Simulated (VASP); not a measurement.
Set up this calculation in VASP 6.6.1, as the native input.

- Task: band structure
- Functional: PBE
- Potentials or basis: VASP PAW PBE potentials, release 64 (Ba_sv, O)
- Cutoff: 520 eV
- k mesh: 6 × 6 × 5
- Occupations: gaussian, width 0.02 eV
- Spin: no spin polarisation
- Further INCAR settings: ALGO = Fast; EDIFF = 1e-06; NBANDS = 24

BaO:

```xyz
4
Lattice="3.9462 0.0000 0.0000 0.0000 3.9462 0.0000 0.0000 0.0000 5.6354" Properties=species:S:1:pos:R:3 pbc="T T T"
Ba    0.0000    0.0000    0.0000
Ba    1.9731    1.9731    2.8177
O     1.9731    1.9731    0.0000
O     0.0000    0.0000    2.8177
```

The cell was built by a generator and isn't the measured one.

One way to write it, as run:

POSCAR

```
BaO                                     
1.0
    3.9462098006      0.0000000000      0.0000000000
    0.0000000000      3.9462098006      0.0000000000
    0.0000000000      0.0000000000      5.6353816279
  Ba              O             
     2     2
Direct
     0.0000000000000000    0.0000000000000000    0.0000000000000000
     0.5000000000000000    0.5000000000000000    0.5000000000000000
     0.5000000000000000    0.5000000000000000    0.0000000000000000
     0.0000000000000000    0.0000000000000000    0.5000000000000000
```

INCAR.step1

```
SYSTEM = BaO
  PREC = Accurate
  ENCUT = 520
  EDIFF = 1E-6
  ISMEAR = 0
  SIGMA = 0.02
  LREAL = .FALSE.
  LASPH = .TRUE.
  NELM = 100
  ALGO = Fast
  ISIF = 2
  LWAVE = .FALSE.
  LCHARG = .TRUE.
  GGA = PE
  NBANDS = 24
```

KPOINTS.step1

```
Automatic mesh
0
G
  6 6 5
  0 0 0
```

INCAR.step2

```
SYSTEM = BaO
  PREC = Accurate
  ENCUT = 520
  EDIFF = 1E-6
  ISMEAR = 0
  SIGMA = 0.05
  LREAL = .FALSE.
  LASPH = .TRUE.
  NELM = 100
  ALGO = Fast
  ISIF = 2
  LWAVE = .FALSE.
  LCHARG = .FALSE.
  GGA = PE
  NBANDS = 24
  ICHARG = 11
```

KPOINTS.step2

```
path GXMGZRAZ,XR,MA
10
line-mode
reciprocal
 0.0000000000  0.0000000000  0.0000000000  G
 0.0000000000  0.5000000000  0.0000000000  X

 0.0000000000  0.5000000000  0.0000000000  X
 0.5000000000  0.5000000000  0.0000000000  M

 0.5000000000  0.5000000000  0.0000000000  M
 0.0000000000  0.0000000000  0.0000000000  G

 0.0000000000  0.0000000000  0.0000000000  G
 0.0000000000  0.0000000000  0.5000000000  Z

 0.0000000000  0.0000000000  0.5000000000  Z
 0.0000000000  0.5000000000  0.5000000000  R

 0.0000000000  0.5000000000  0.5000000000  R
 0.5000000000  0.5000000000  0.5000000000  A

 0.5000000000  0.5000000000  0.5000000000  A
 0.0000000000  0.0000000000  0.5000000000  Z

 0.0000000000  0.5000000000  0.0000000000  X
 0.0000000000  0.5000000000  0.5000000000  R

 0.5000000000  0.5000000000  0.0000000000  M
 0.5000000000  0.5000000000  0.5000000000  A
```

Potentials or basis: VASP PAW PBE potentials, release 64 (Ba_sv, O).

Run with:

```bash
$ cat potpaw_PBE.64/Ba_sv/POTCAR potpaw_PBE.64/O/POTCAR > POTCAR
$ cp INCAR.step1 INCAR
$ cp KPOINTS.step1 KPOINTS
$ mpirun -np 1 vasp_std > vasp.out
$ cp INCAR.step2 INCAR
$ cp KPOINTS.step2 KPOINTS
$ mpirun -np 1 vasp_std > vasp.out
```

It gave:

| Item | Value |
| --- | --- |
| Band gap on the k mesh | 2.05 eV |
| Band gap along the path | 2.05 eV |

Caveat: the log is that of the step along the path at fixed density, whose energy, stress, charges and moments have no meaning; spin-orbit coupling is left out, which moves the levels of the heavy elements.

Wall time 110 s on 1 thread of Intel(R) Xeon(R) 6975P-C (Granite Rapids) (shared host), peak memory 0.28 GiB.
